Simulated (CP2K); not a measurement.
# GaP (F-43m) in CP2K: notebook

The runs below take GaP through single point, with PBE.

Everything below comes from runs of CP2K 2026.2. Logs are shortened: lines on timing, memory, paths and dates and some standing lists are left out, and cuts for length are marked.

**Experimental background.**

From “Stacking defects in GaP nanowires: Electronic structure and optical properties”, 2018, arxiv:1810.01194, for a bulk crystal of GaP at 10 K: band gap 2.34 eV (indirect).

The results are compared with them further down.

## 1. The crystal as given

It takes space group F-43m (No. 216, cubic). The conventional cell has a = 5.451 Å, b = 5.451 Å, c = 5.451 Å, α = 90.00°, β = 90.00°, γ = 90.00°. Ga (site symmetry -43m) has 4 P at 2.36 Å as nearest neighbours. P (site symmetry -43m) has 4 Ga at 2.36 Å as nearest neighbours.

## 2. Single point, PBE

gap_scf.inp reads:

```
&GLOBAL
  PROJECT gap_scf
  RUN_TYPE ENERGY_FORCE
  PRINT_LEVEL LOW
&END GLOBAL
&FORCE_EVAL
  METHOD QS
  STRESS_TENSOR ANALYTICAL
  &DFT
    BASIS_SET_FILE_NAME BASIS_MOLOPT_UZH
    POTENTIAL_FILE_NAME POTENTIAL_UZH
    &MGRID
      CUTOFF 450
      REL_CUTOFF 60
      NGRIDS 5
    &END MGRID
    &QS
      METHOD GPW
      EPS_DEFAULT 1.0E-10
    &END QS
    &KPOINTS
      SCHEME MONKHORST-PACK 8 8 8
      GAMMA_CENTERED T
      SYMMETRY T
      SYMMETRY_BACKEND SPGLIB
    &END KPOINTS
    &SCF
      SCF_GUESS ATOMIC
      EPS_SCF 1.0E-6
      MAX_SCF 100
      ADDED_MOS 10
      CHOLESKY OFF
      EPS_EIGVAL 1.0E-7
      &DIAGONALIZATION ON
        ALGORITHM STANDARD
      &END DIAGONALIZATION
      &MIXING ON
        METHOD BROYDEN_MIXING
        ALPHA 0.4
        BETA 1.5
        NBUFFER 8
      &END MIXING
      &SMEAR ON
        METHOD GAUSSIAN
        SIGMA [eV] 0.019000000000000003
      &END SMEAR
    &END SCF
    &XC
      &XC_FUNCTIONAL PBE
      &END XC_FUNCTIONAL
    &END XC
    &PRINT
      &KPOINTS ON
      &END KPOINTS
      &MULLIKEN ON
      &END MULLIKEN
      &MO ON
        ENERGIES T
        OCCUPATION_NUMBERS T
        &EACH
          QS_SCF 0
        &END EACH
        ADD_LAST NUMERIC
      &END MO
      &E_DENSITY_CUBE ON
        STRIDE 1
      &END E_DENSITY_CUBE
      &V_HARTREE_CUBE ON
        STRIDE 1
      &END V_HARTREE_CUBE
      &ELF_CUBE ON
        STRIDE 1
      &END ELF_CUBE
    &END PRINT
  &END DFT
  &SUBSYS
    &CELL
      A 3.8540855109 0.0000000000 0.0000000000
      B 1.9270427554 3.3377359608 0.0000000000
      C 1.9270427554 1.1125786536 3.1468476422
      PERIODIC XYZ
    &END CELL
    &COORD
      Ga  0.0000000000 0.0000000000 0.0000000000
      P   5.7811282663 3.3377359608 2.3601357316
    &END COORD
    &KIND Ga
      BASIS_SET TZVP-MOLOPT-PBE-GTH-q13
      POTENTIAL GTH-PBE-q13
    &END KIND
    &KIND P
      BASIS_SET TZVP-MOLOPT-PBE-GTH-q5
      POTENTIAL GTH-PBE-q5
    &END KIND
    &PRINT
      &ATOMIC_COORDINATES ON
      &END ATOMIC_COORDINATES
      &CELL ON
      &END CELL
    &END PRINT
  &END SUBSYS
  &PRINT
    &FORCES ON
    &END FORCES
    &STRESS_TENSOR ON
    &END STRESS_TENSOR
  &END PRINT
&END FORCE_EVAL
```

Potentials or basis: POTENTIAL_UZH Ga GTH-PBE-q13, P GTH-PBE-q5; TZVP-MOLOPT-PBE-GTH basis.

Run with:

```
OMP_NUM_THREADS=1 cp2k.psmp -i gap_scf.inp -o gap_scf.out
```

gap_scf.out:

```text

 CP2K| version string:                                       CP2K version 2026.2
 CP2K| Input file name                                               gap_scf.inp

 GLOBAL| Force Environment number                                              1
 GLOBAL| Basis set file name                                    BASIS_MOLOPT_UZH
 GLOBAL| Potential file name                                       POTENTIAL_UZH
 GLOBAL| MM Potential file name                                     MM_POTENTIAL
 GLOBAL| Coordinate file name                                      __STD_INPUT__
 GLOBAL| Method name                                                        CP2K
 GLOBAL| Project name                                                    gap_scf
 GLOBAL| Run type                                                   ENERGY_FORCE
 GLOBAL| FFT library                                                       FFTW3
 GLOBAL| Diagonalization library                                       ScaLAPACK
 GLOBAL| Cholesky decomposition library                                ScaLAPACK
 GLOBAL| DGEMM library                                                      BLAS
 GLOBAL| Direct generalized diagonalization requested                          F
 GLOBAL| Matrix multiplication library                                 ScaLAPACK
 GLOBAL| Global print level                                                  LOW
 GLOBAL| Total number of message passing processes                             1
 GLOBAL| Number of threads for this process                                    1
 GLOBAL| CPU model name                                                  UNKNOWN

 CELL| Volume [angstrom^3]:                                            40.480796
 CELL| Vector a [angstrom]:       3.854     0.000     0.000   |a| =     3.854086
 CELL| Vector b [angstrom]:       1.927     3.338     0.000   |b| =     3.854086
 CELL| Vector c [angstrom]:       1.927     1.113     3.147   |c| =     3.854086
 CELL| Angle (b,c), alpha [degree]:                                    60.000000
 CELL| Angle (a,c), beta  [degree]:                                    60.000000
 CELL| Angle (a,b), gamma [degree]:                                    60.000000
 CELL| Numerically orthorhombic:                                              NO
 CELL| Periodicity                                                           XYZ

 CELL_REF| Volume [angstrom^3]:                                        40.480796
 CELL_REF| Vector a [angstrom     3.854     0.000     0.000   |a| =     3.854086
 CELL_REF| Vector b [angstrom     1.927     3.338     0.000   |b| =     3.854086
 CELL_REF| Vector c [angstrom     1.927     1.113     3.147   |c| =     3.854086
 CELL_REF| Angle (b,c), alpha [degree]:                                60.000000
 CELL_REF| Angle (a,c), beta  [degree]:                                60.000000
 CELL_REF| Angle (a,b), gamma [degree]:                                60.000000
 CELL_REF| Numerically orthorhombic:                                          NO
 CELL_REF| Periodicity                                                       XYZ

 GENERATE|  Preliminary Number of Bonds generated:                             0
 GENERATE|  Achieved consistency in connectivity generation.

 *******************************************************************************
[... 112 lines left out ...]
     9 Broy./Diag. 0.40E+00    3.2     0.00012519       -81.2168216751 -1.33E-03
    10 Broy./Diag. 0.40E+00    3.2     0.00001718       -81.2168516497 -3.00E-05
    11 Broy./Diag. 0.40E+00    3.2     0.00005865       -81.2167908212  6.08E-05
    12 Broy./Diag. 0.40E+00    3.2     0.00000354       -81.2167685788  2.22E-05
    13 Broy./Diag. 0.40E+00    3.2     0.00000170       -81.2167589050  9.67E-06
    14 Broy./Diag. 0.40E+00    3.3     0.00000060       -81.2167579391  9.66E-07

  *** SCF run converged in    14 steps ***

  Electronic density on regular grids:        -17.9999999617        0.0000000383
  Core density on regular grids:               17.9999999983       -0.0000000017
  Total charge density on r-space grids:        0.0000000366
  Total charge density g-space grids:           0.0000000366

  Overlap energy of the core charge distribution:               0.00000000046017
  Self energy of the core charge distribution:               -113.68991028286949
  Core Hamiltonian energy:                                     32.80056475190511
  Hartree energy:                                              11.57999062315254
  Exchange-correlation energy:                                -11.90740303173287
  Smearing free energy correction:                              0.00000000000000
  Fermi energy:                                                 0.19899083996057

  Total energy:                                               -81.21675793908454
  Total energy (extrapolated to sigma->0):                    -81.21675793908454

 MO| EIGENVALUES AND OCCUPATION NUMBERS FOR K POINT 1
 MO|
 MO|  Index      Eigenvalue [a.u.]        Eigenvalue [eV]             Occupation
 MO|      1              -0.369145             -10.044947               2.000000
 MO|      2              -0.365815              -9.954322               2.000000
 MO|      3              -0.365815              -9.954322               2.000000
 MO|      4              -0.362740              -9.870661               2.000000
 MO|      5              -0.362740              -9.870661               2.000000
 MO|      6              -0.231760              -6.306497               2.000000
[... 349 lines left out ...]
 MO|     18               0.792349              21.560915               0.000000
 MO|     19               0.847663              23.066073               0.000000
 MO| Sum:                                                              18.000000
 MO| E(Fermi):            0.198991 a.u.          5.414816 eV
 MO| Band gap:            0.192014 a.u.          5.224977 eV

 [... the levels of further k-points ...]

 The electron density is written in Cube    file format to the file:

 gap_scf-ELECTRON_DENSITY-1_0.cube

 !-----------------------------------------------------------------------------!
                     Mulliken Population Analysis

 #  Atom  Element  Kind  Atomic population                           Net charge
       1     Ga       1         12.612677                              0.387323
       2     P        2          5.387323                             -0.387323
 # Total charge                             18.000000                  0.000000

 !-----------------------------------------------------------------------------!

               ----- ELF is computed on the real space grid -----

 ELF is written in Cube    file format to the file:

 gap_scf-ELF_S1-1_0.cube

 ENERGY| Total FORCE_EVAL ( QS ) energy [hartree]            -81.216757418167575

 FORCES| Atomic forces [hartree/bohr]
 FORCES|   Atom     x               y               z               |f|
 FORCES|      1  9.29257326E-06  5.34285675E-06  3.66173912E-06   1.13272402E-05
 FORCES|      2 -2.13202732E-05 -1.22870748E-05 -8.57200742E-06   2.60577353E-05
 FORCES| Sum    -1.20277000E-05 -6.94421807E-06 -4.91026829E-06
 FORCES| Total atomic force                                       1.47308678E-05

 STRESS| Analytical stress tensor [bar]
 STRESS|                        x                   y                   z
 STRESS|      x        2.95684902034E+04   1.92428401546E+02   1.35946848616E+02
 STRESS|      y        1.92428401546E+02   2.93463628283E+04   7.83821698317E+01
 STRESS|      z        1.35946848616E+02   7.83821698317E+01   2.92913877646E+04
 STRESS| 1/3 Trace                                             2.94020802654E+04
 STRESS| Determinant                                           2.54151422811E+13

 STRESS| Eigenvectors and eigenvalues of the analytical stress tensor [bar]
 STRESS|                        1                   2                   3
 STRESS| Eigenvalues   2.92352324010E+04   2.92359043028E+04   2.97351040925E+04
 STRESS|      x          -0.536867039093     -0.212480069089      0.816471678979
 STRESS|      y           0.832310981893     -0.291641647694      0.471384745989
 STRESS|      z           0.137957282358      0.932629277672      0.333422282810
```

Wall time 61 s (1 thread of Arm Neoverse V1, shared host); peak memory 0.29 GiB.

What came out:

- Free energy: -2210.0204 eV
- Pressure: 2.9 GPa
- Band gap on the k mesh: 1.66 eV, indirect (least direct gap 1.78 eV)
- Mulliken charges: Ga +0.39; P -0.39 e

Levels at points of the mesh, in eV from the valence-band top:
```tsv
k point	band 6	band 7	band 8	band 9	band 10	band 11	band 12	band 13
(0.00, 0.00, 0.00)	-12.53	0.00	0.00	0.00	1.78	3.90	3.90	3.90
(0.00, 0.00, 0.50)	-10.46	-6.66	-1.13	-1.13	1.67	4.77	4.77	8.57
(0.00, 0.50, 0.50)	-9.56	-6.78	-2.70	-2.70	1.69	1.84	10.68	10.68
```

Caveat: Mulliken charges move with the basis; the basis of atomic orbitals isn't converged, which shifts pressures, moduli and gaps.

## 3. Single point, PBE

gap_scf.inp: that of step 2 with these lines changed.

```diff
@@ -44,3 +44,3 @@
         METHOD GAUSSIAN
-        SIGMA [eV] 0.019000000000000003
+        SIGMA [eV] 0.02
       &END SMEAR
@@ -64,2 +64,7 @@
       &END MO
+      &LOWDIN ON
+      &END LOWDIN
+      &HIRSHFELD ON
+        SHAPE_FUNCTION DENSITY
+      &END HIRSHFELD
       &E_DENSITY_CUBE ON
```

Potentials or basis: POTENTIAL_UZH Ga GTH-PBE-q13, P GTH-PBE-q5; TZVP-MOLOPT-PBE-GTH basis.

Run with:

```
OMP_NUM_THREADS=1 cp2k.psmp -i gap_scf.inp -o gap_scf.out
```

gap_scf.out:

```text

 CP2K| version string:                                       CP2K version 2026.2
 CP2K| Input file name                                               gap_scf.inp

 GLOBAL| Force Environment number                                              1
 GLOBAL| Basis set file name                                    BASIS_MOLOPT_UZH
 GLOBAL| Potential file name                                       POTENTIAL_UZH
 GLOBAL| MM Potential file name                                     MM_POTENTIAL
 GLOBAL| Coordinate file name                                      __STD_INPUT__
 GLOBAL| Method name                                                        CP2K
 GLOBAL| Project name                                                    gap_scf
 GLOBAL| Run type                                                   ENERGY_FORCE
 GLOBAL| FFT library                                                       FFTW3
[... 8 lines left out ...]
 GLOBAL| CPU model name                                                  UNKNOWN

 CELL| Volume [angstrom^3]:                                            40.480796
 CELL| Vector a [angstrom]:       3.854     0.000     0.000   |a| =     3.854086
 CELL| Vector b [angstrom]:       1.927     3.338     0.000   |b| =     3.854086
 CELL| Vector c [angstrom]:       1.927     1.113     3.147   |c| =     3.854086
 CELL| Angle (b,c), alpha [degree]:                                    60.000000
 CELL| Angle (a,c), beta  [degree]:                                    60.000000
 CELL| Angle (a,b), gamma [degree]:                                    60.000000
 CELL| Numerically orthorhombic:                                              NO
 CELL| Periodicity                                                           XYZ

 CELL_REF| Volume [angstrom^3]:                                        40.480796
 CELL_REF| Vector a [angstrom     3.854     0.000     0.000   |a| =     3.854086
 CELL_REF| Vector b [angstrom     1.927     3.338     0.000   |b| =     3.854086
[... 529 lines left out ...]
                           Hirshfeld Charges

  #Atom  Element  Kind  Ref Charge     Population                    Net charge
      1       Ga     1      13.000         12.838                         0.162
      2       P      2       5.000          5.162                        -0.162

  Total Charge                                                           -0.000
 !-----------------------------------------------------------------------------!

 LOWDIN POPULATION ANALYSIS

 #  Atom  Element  Kind  Atomic population                           Net charge
       1     Ga       1         13.823364                             -0.823364
       2     P        2          4.176636                              0.823364
 # Total charge                             18.000000                  0.000000

               ----- ELF is computed on the real space grid -----

 ELF is written in Cube    file format to the file:

 gap_scf-ELF_S1-1_0.cube

 ENERGY| Total FORCE_EVAL ( QS ) energy [hartree]            -81.216757418167575

 FORCES| Atomic forces [hartree/bohr]
 FORCES|   Atom     x               y               z               |f|
 FORCES|      1  9.29257326E-06  5.34285675E-06  3.66173912E-06   1.13272402E-05
 FORCES|      2 -2.13202732E-05 -1.22870748E-05 -8.57200742E-06   2.60577353E-05
 FORCES| Sum    -1.20277000E-05 -6.94421807E-06 -4.91026829E-06
 FORCES| Total atomic force                                       1.47308678E-05

 STRESS| Analytical stress tensor [bar]
 STRESS|                        x                   y                   z
 STRESS|      x        2.95684902034E+04   1.92428401546E+02   1.35946848616E+02
 STRESS|      y        1.92428401546E+02   2.93463628283E+04   7.83821698317E+01
 STRESS|      z        1.35946848616E+02   7.83821698317E+01   2.92913877646E+04
 STRESS| 1/3 Trace                                             2.94020802654E+04
 STRESS| Determinant                                           2.54151422811E+13

 STRESS| Eigenvectors and eigenvalues of the analytical stress tensor [bar]
 STRESS|                        1                   2                   3
 STRESS| Eigenvalues   2.92352324010E+04   2.92359043028E+04   2.97351040925E+04
 STRESS|      x          -0.536867039093     -0.212480069089      0.816471678979
 STRESS|      y           0.832310981893     -0.291641647694      0.471384745989
 STRESS|      z           0.137957282358      0.932629277672      0.333422282810
```

It took 62 s on 1 thread of Arm Neoverse V1, shared host; peak memory 0.29 GiB.

What came out:

```
Free energy            : -2210.0204 eV
Pressure               : 2.9 GPa
Band gap on the k mesh : 1.66 eV, indirect (least direct gap 1.78 eV)
Mulliken charges       : Ga +0.39; P -0.39 e
Hirshfeld charges      : Ga +0.16; P -0.16 e
```

Levels at points of the mesh, in eV from the valence-band top:
```csv
k point,band 7,band 8,band 9,band 10,band 11,band 12
"(0.00, 0.00, 0.00)",0.00,0.00,0.00,1.78,3.90,3.90
"(0.00, 0.00, 0.50)",-6.66,-1.13,-1.13,1.67,4.77,4.77
"(0.00, 0.50, 0.50)",-6.78,-2.70,-2.70,1.69,1.84,10.68
```

Caveat: Mulliken charges move with the basis; the basis of atomic orbitals isn't converged, which shifts pressures, moduli and gaps.

## 4. Against experiment

Step 2. Against the measured gap of GaP, 2.34 eV (indirect; 10 K; quoted in “Stacking defects in GaP nanowires: Electronic structure and optical properties”, 2018, arxiv:1810.01194), the calculated 1.66 eV is off by -0.68 eV. Spin-orbit coupling on Ga is left out. The value is that of PBE in an atomic basis (POTENTIAL_UZH Ga GTH-PBE-q13, P GTH-PBE-q5; TZVP-MOLOPT-PBE-GTH basis), whose error adds to the functional's, on a finite k mesh, which can miss the band edges, without temperature or zero-point motion. Semilocal functionals fall short of measured gaps as a rule.

Step 3. A measured gap of GaP is 2.34 eV (indirect; 10 K; quoted in “Stacking defects in GaP nanowires: Electronic structure and optical properties”, 2018, arxiv:1810.01194); the calculated 1.66 eV misses it by -0.68 eV. Spin-orbit coupling on Ga is left out. The value is that of PBE in an atomic basis (POTENTIAL_UZH Ga GTH-PBE-q13, P GTH-PBE-q5; TZVP-MOLOPT-PBE-GTH basis), whose error adds to the functional's, on a finite k mesh, which can miss the band edges, without temperature or zero-point motion. Semilocal functionals fall short of measured gaps as a rule.
